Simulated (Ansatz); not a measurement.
Input of an Ansatz 0.2.0 run:

Contents of input.yaml:

```yaml
crystal:
  lattice:
    - [0.0, 2.701992, 2.701992]
    - [2.701992, 0.0, 2.701992]
    - [2.701992, 2.701992, 0.0]
  atoms:
    - { symbol: Pb, position: [0.0, 0.0, 0.0] }
    - { symbol: O, position: [0.75, 0.75, 0.75] }
    - { symbol: O, position: [0.25, 0.25, 0.25] }
kpoints:
  mp_grid: { grid: [9, 9, 9] }
  band_path:
    path:
      - [0.0, 0.0, 0.0]
      - [0.5, 0.0, 0.5]
      - [0.5, 0.25, 0.75]
      - [0.375, 0.375, 0.75]
      - [0.0, 0.0, 0.0]
      - [0.5, 0.5, 0.5]
      - [0.625, 0.25, 0.625]
      - [0.5, 0.25, 0.75]
    npoints: 10
scf:
  occupations: { method: fermi_dirac, width: 0.05 }
hamiltonian:
  xc: pbesol
  pseudopotentials: { kind: all_electron, lapw: { basis_error: 0.002 } }
output:
  forces: true
  stress: true
  eigenvalues: true
```

Potentials or basis: all-electron LAPW, scalar-relativistic.

Launch:

```console
$ ansatz run input.yaml --threads 2 --pin off --max-ram 8192MiB --backend cpu --events-out ev --progress --plain --runs-dir out
```

Predict the pressure.

-5.7 GPa.

What does it give for the band gap along the path?

None (metal or under the smearing width).

Levels at the corners of the path, in eV from the Fermi level:
```csv
point,band 26,band 27,band 28,band 29,band 30,band 31,band 32,band 33
Γ,-1.98,-1.98,-1.21,-1.21,-1.21,6.85,6.85,6.85
X,-4.52,-0.24,-0.13,-0.13,1.63,6.08,9.22,10.72
W,-2.59,-2.59,-0.39,0.02,2.22,8.42,8.42,8.98
K,-4.06,-1.31,-0.49,-0.23,2.12,7.45,8.78,10.21
Γ,-1.98,-1.98,-1.21,-1.21,-1.21,6.85,6.85,6.85
L,-2.80,-2.80,-1.42,-1.42,2.57,7.00,9.40,9.40
U,-4.06,-1.31,-0.49,-0.23,2.12,7.45,8.78,10.21
W,-2.59,-2.59,-0.39,0.02,2.22,8.42,8.42,8.98
```

Caveat: spin-orbit coupling is left out, which moves the levels of the heavy elements.
